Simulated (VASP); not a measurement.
## From an Ansatz input to VASP: BaS (strained CsCl)

Ansatz input

```yaml
crystal:
  lattice:
    - [3.6244350606, 0.0, 0.0]
    - [0.0, 3.6244350606, 0.0]
    - [0.0, 0.0, 3.893260686]
  atoms:
    - { symbol: Ba, position: [0.0, 0.0, 0.0] }
    - { symbol: S, position: [0.5, 0.5, 0.5] }
kpoints:
  mp_grid: { grid: [6, 6, 6] }
  band_path:
    path: [[0.0, 0.0, 0.0], [0.0, 0.5, 0.0], [0.5, 0.5, 0.0], [0.5, 0.5, 0.5]]
    npoints: 1
hamiltonian:
  xc: pbe
scf:
  occupations: { method: fermi_dirac, width: 0.02 }
  n_extra_bands: 4
output:
  forces: true
  stress: true
  eigenvalues: true
```

Task: Write VASP inputs for this cell and level of theory.

Result: 

INCAR

```
ISIF = 2
NELM = 120
ISMEAR = -1
NBANDS = 15
SIGMA = 0.02
GGA = PE
LREAL = .FALSE.
LASPH = .TRUE.
IBRION = -1
ENCUT = 520
EDIFF = 1E-7
PREC = Accurate
LWAVE = .FALSE.
LCHARG = .FALSE.
NSW = 0
```

KPOINTS

```
KPOINTS created by Atomic Simulation Environment
0
Gamma
6 6 6
0 0 0
```

KPOINTS_OPT

```
special points
4
Reciprocal
0.0000000000 0.0000000000 0.0000000000 1
0.0000000000 0.5000000000 0.0000000000 1
0.5000000000 0.5000000000 0.0000000000 1
0.5000000000 0.5000000000 0.5000000000 1
```

POSCAR

```
Ba S
 1.0000000000000000
     3.6244350606000002    0.0000000000000000    0.0000000000000000
     0.0000000000000000    3.6244350606000002    0.0000000000000000
     0.0000000000000000    0.0000000000000000    3.8932606860000001
 Ba  S
   1   1
Cartesian
  0.0000000000000000  0.0000000000000000  0.0000000000000000
  1.8122175303000001  1.8122175303000001  1.9466303430000000
```

VASP ran with the recommended PBE PAW datasets (16 valence electrons in the cell). Other inputs would serve too.

```json
{"": "gap between bands v and c", "Ansatz": "1.11 eV", "VASP": "0.95 eV"}
{"": "least direct gap", "Ansatz": "1.14 eV", "VASP": "1.02 eV"}
{"": "pressure", "Ansatz": "5.8 GPa", "VASP": "7.2 GPa"}
```

Each program uses its own PAW datasets. VASP's cell holds 16 valence electrons and Ansatz's 16. Ansatz's stress includes a Pulay correction; VASP's doesn't.
